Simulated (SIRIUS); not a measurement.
# Re in SIRIUS: convergence with pw cutoff

Input of the first run (pw cutoff 12 1/bohr); the others differ in this setting and in those tied to it:

sirius.json

```json
{
  "control": {
    "processing_unit": "cpu",
    "std_evp_solver_name": "lapack",
    "gen_evp_solver_name": "lapack",
    "verbosity": 2,
    "print_forces": true,
    "ortho_rf": true,
    "use_second_variation": true,
    "rmt_max": 3.0,
    "num_bands_to_print": 24,
    "save_wf": true
  },
  "parameters": {
    "electronic_structure_method": "full_potential_lapwlo",
    "xc_functionals": ["XC_GGA_X_PBE", "XC_GGA_C_PBE"],
    "core_relativity": "dirac",
    "valence_relativity": "iora",
    "num_fv_states": 40,
    "smearing": "fermi_dirac",
    "smearing_width": 0.0018374661,
    "pw_cutoff": 12,
    "gk_cutoff": 3.61,
    "lmax_apw": 11,
    "lmax_rho": 8,
    "lmax_pot": 8,
    "num_mag_dims": 0,
    "auto_rmt": 0,
    "ngridk": [11, 11, 6],
    "shiftk": [0, 0, 0],
    "num_dft_iter": 80,
    "energy_tol": 1e-07,
    "density_tol": 1e-05,
    "use_symmetry": true
  },
  "settings": {"tol_ne": 1e-10},
  "iterative_solver": {"type": "exact"},
  "mixer": {"type": "anderson", "beta": 0.5, "max_history": 8},
  "unit_cell": {
    "lattice_vectors": [[5.2171558849, 0.0, 0.0], [-2.6085779424, 4.5181895319, 0.0], [0.0, 0.0, 8.4247770088]],
    "atom_types": ["Re"],
    "atom_files": {"Re": "Re.json"},
    "atoms": {"Re": [[0.6666666667, 0.3333333333, 0.75], [0.3333333333, 0.6666666667, 0.25]]}
  }
}
```

The input Re.json:

```json
{
  "name": "rhenium",
  "symbol": "Re",
  "number": 75,
  "mass": 186.207,
  "rmin": 1e-06,
  "rmt": 2.55,
  "nrmt": 800,
  "rinf": 14.34,
  "core": "1s2s2p3s3p3d4s4p4d",
  "valence": [
    {"basis": [{"enu": 0.3, "dme": 0, "n": 0, "auto": 0}, {"enu": 0.3, "dme": 1, "n": 0, "auto": 0}]},
    {"l": 0, "n": 1, "basis": [{"enu": 0.4, "dme": 0, "n": 0, "auto": 0}]},
    {"l": 1, "n": 2, "basis": [{"enu": 0.4, "dme": 0, "n": 0, "auto": 0}]},
    {"l": 2, "n": 3, "basis": [{"enu": 0.4, "dme": 0, "n": 0, "auto": 0}]},
    {"l": 3, "n": 4, "basis": [{"enu": 0.4, "dme": 0, "n": 0, "auto": 0}]},
    {"l": 4, "n": 5, "basis": [{"enu": 0.4, "dme": 0, "n": 0, "auto": 0}]}
  ],
  "lo": [
    {"l": 0, "basis": [{"enu": 0.4, "dme": 0, "n": 0, "auto": 0}, {"enu": 0.4, "dme": 1, "n": 0, "auto": 0}]},
    {
      "l": 0,
      "basis": [{"enu": -2.5216, "dme": 0, "n": 5, "auto": 1}, {"enu": -2.5216, "dme": 1, "n": 5, "auto": 1}]
    },
    {"l": 0, "basis": [{"enu": -2.5216, "dme": 1, "n": 5, "auto": 1}, {"enu": 0.4, "dme": 0, "n": 0, "auto": 0}]},
    {"l": 0, "basis": [{"enu": 0.4, "dme": 0, "n": 0, "auto": 0}, {"enu": 2.8606, "dme": 0, "n": 0, "auto": 0}]},
    {"l": 1, "basis": [{"enu": 0.4, "dme": 0, "n": 0, "auto": 0}, {"enu": 0.4, "dme": 1, "n": 0, "auto": 0}]},
    {
      "l": 1,
      "basis": [{"enu": -1.1246, "dme": 0, "n": 5, "auto": 1}, {"enu": -1.1246, "dme": 1, "n": 5, "auto": 1}]
    },
    {"l": 1, "basis": [{"enu": -1.1246, "dme": 1, "n": 5, "auto": 1}, {"enu": 0.4, "dme": 0, "n": 0, "auto": 0}]},
    {"l": 1, "basis": [{"enu": 0.4, "dme": 0, "n": 0, "auto": 0}, {"enu": 3.2297, "dme": 0, "n": 0, "auto": 0}]},
    {"l": 2, "basis": [{"enu": 0.4, "dme": 0, "n": 0, "auto": 0}, {"enu": 0.4, "dme": 1, "n": 0, "auto": 0}]},
    {"l": 2, "basis": [{"enu": 0.4, "dme": 1, "n": 0, "auto": 0}, {"enu": 0.4, "dme": 2, "n": 0, "auto": 0}]},
    {"l": 2, "basis": [{"enu": 0.4, "dme": 0, "n": 0, "auto": 0}, {"enu": 2.7991, "dme": 0, "n": 0, "auto": 0}]},
    {"l": 3, "basis": [{"enu": 0.4, "dme": 0, "n": 0, "auto": 0}, {"enu": 0.4, "dme": 1, "n": 0, "auto": 0}]},
    {
      "l": 3,
      "basis": [{"enu": -0.9698, "dme": 0, "n": 4, "auto": 1}, {"enu": -0.9698, "dme": 1, "n": 4, "auto": 1}]
    },
    {"l": 3, "basis": [{"enu": -0.9698, "dme": 1, "n": 4, "auto": 1}, {"enu": 0.4, "dme": 0, "n": 0, "auto": 0}]},
    {"l": 3, "basis": [{"enu": 0.4, "dme": 0, "n": 0, "auto": 0}, {"enu": 3.9679, "dme": 0, "n": 0, "auto": 0}]},
    {"l": 4, "basis": [{"enu": 0.4, "dme": 0, "n": 0, "auto": 0}, {"enu": 0.4, "dme": 1, "n": 0, "auto": 0}]},
    {"l": 4, "basis": [{"enu": 0.4, "dme": 0, "n": 0, "auto": 0}, {"enu": 3.3527, "dme": 0, "n": 0, "auto": 0}]}
  ],
  "free_atom": [... radial grid and density of the free atom, the start of the SCF ...]
}
```

The input sirius_start.json:

```json
{
  "control": {
    "processing_unit": "cpu",
    "std_evp_solver_name": "lapack",
    "gen_evp_solver_name": "lapack",
    "verbosity": 1,
    "print_forces": false,
    "ortho_rf": true,
    "use_second_variation": true,
    "rmt_max": 3.0,
    "num_bands_to_print": 24,
    "save_wf": false
  },
  "parameters": {
    "electronic_structure_method": "full_potential_lapwlo",
    "xc_functionals": ["XC_LDA_X", "XC_LDA_C_PW"],
    "core_relativity": "dirac",
    "valence_relativity": "iora",
    "num_fv_states": 40,
    "smearing": "fermi_dirac",
    "smearing_width": 0.0055123983,
    "pw_cutoff": 12,
    "gk_cutoff": 2.89,
    "lmax_apw": 11,
    "lmax_rho": 8,
    "lmax_pot": 8,
    "num_mag_dims": 0,
    "auto_rmt": 0,
    "ngridk": [4, 4, 2],
    "shiftk": [0, 0, 0],
    "num_dft_iter": 30,
    "energy_tol": 0.01,
    "density_tol": 0.05,
    "use_symmetry": true
  },
  "settings": {"tol_ne": 1e-10},
  "iterative_solver": {"type": "exact"},
  "mixer": {"type": "anderson", "beta": 0.5, "max_history": 8},
  "unit_cell": {
    "lattice_vectors": [[5.2171558849, 0.0, 0.0], [-2.6085779424, 4.5181895319, 0.0], [0.0, 0.0, 8.4247770088]],
    "atom_types": ["Re"],
    "atom_files": {"Re": "Re.json"},
    "atoms": {"Re": [[0.6666666667, 0.3333333333, 0.75], [0.3333333333, 0.6666666667, 0.25]]}
  }
}
```

Potentials or basis: all-electron FP-LAPW, apw+lo standard.

The run is started by

```sh
$ OMP_NUM_THREADS=1 sirius.scf --input=sirius_start.json --output=start.json
$ OMP_NUM_THREADS=1 sirius.scf --input=sirius.json --output=output.json --task=1
```

Hardware: 1 thread of Arm Neoverse V1, on a shared host.

```csv
pw cutoff,"energy less the tightest run, at zero smearing (meV/atom)",SCF cycles,CPU time (s),peak memory (GiB)
12 1/bohr,0.00,7,75,0.46
14 1/bohr,0.00,7,76,0.47
16 1/bohr,0.00,7,77,0.48
19 1/bohr,0.00,7,77,0.51
22 1/bohr,0.00,7,79,0.54
26 1/bohr,0.00,7,81,0.6
30 1/bohr,0.00,7,86,0.69
```

Against the tightest run, the energy stays within 1 meV/atom from 12 1/bohr on. The tightest run that finished is the yardstick and may itself not be fully converged.

The run has no spin-orbit coupling, so splittings on Re are missing.
